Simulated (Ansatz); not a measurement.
# A vibration from a frozen displacement in SrO

These are results of Ansatz 0.2.0, DFT LDA, scalar-relativistic, plane waves, PAW, not measurements. The runs took a 420 eV cutoff, a Γ-centred 8×8×8 mesh and Gaussian smearing (0.05 eV). No spin polarisation. Energies are free energies at this smearing, counted from the undisturbed cell; pressure is positive in compression.

The starting cell (as given, not relaxed at this level; it stands at -4.2 GPa):

```
Sr O
1.0
     0.00000    2.56980    2.56980
     2.56980    0.00000    2.56980
     2.56980    2.56980    0.00000
Sr O
1 1
Direct
  0.00000 0.00000 0.00000
  0.50000 0.50000 0.50000
```

Every Sr atom is moved by x along the Cartesian unit vector (0.000, 0.000, -1.000); the cell and all other atoms stay fixed. The cell's volume is 33.94 Å³; the moved atoms weigh 87.620 u together and the others 15.999 u. Some rows repeat others by symmetry and weren't run.

```
  x (Å)  ΔE (meV/cell) total force on the moved atoms along the move (eV/Å) pressure (GPa)
-0.1000           9.28                                                0.1947         -3.9257
-0.0875           7.03                                                0.1666         -3.9866
-0.0750           5.11                                                0.1401         -4.0389
-0.0625           3.52                                                0.1148         -4.0827
-0.0500           2.24                                                0.0906         -4.1183
-0.0375           1.25                                                0.0672         -4.1458
-0.0250           0.55                                                0.0444         -4.1653
-0.0125           0.14                                                0.0221         -4.1770
 0.0000           0.00                                                0.0000         -4.1809
 0.0125           0.14                                               -0.0221         -4.1770
 0.0250           0.55                                               -0.0444         -4.1653
 0.0375           1.25                                               -0.0672         -4.1458
 0.0500           2.24                                               -0.0906         -4.1183
 0.0625           3.52                                               -0.1148         -4.0827
 0.0750           5.11                                               -0.1401         -4.0389
 0.0875           7.03                                               -0.1666         -3.9866
 0.1000           9.28                                               -0.1947         -3.9257
```

Task: What frequency belongs to this motion?

Result: The force constant is k = −dF/dx = 1.768 eV/Å², from the parabola through x = -0.0125, 0 and 0.0125. In every cell the moved atoms swing against the rest, so the mass is μ = m₁m₂/(m₁ + m₂) = 13.529 u, and ν̃ = 521.5 cm⁻¹ × √(|k|/μ) = 189 cm⁻¹, at this cell's pressure of -4.2 GPa. To first order in x, and within 1 %, the force on every atom lies along the move and, within each of the two groups, in proportion to the atom's mass, so this is itself a mode at the zone centre of this cell, taken without macroscopic field (the transverse frequency in a polar insulator).

Task: How far does the harmonic law reach?

Result: At x = -0.100 Å, kx²/2 = 8.84 meV against the computed 9.28 meV (+5.0 %): the well is still close to harmonic there.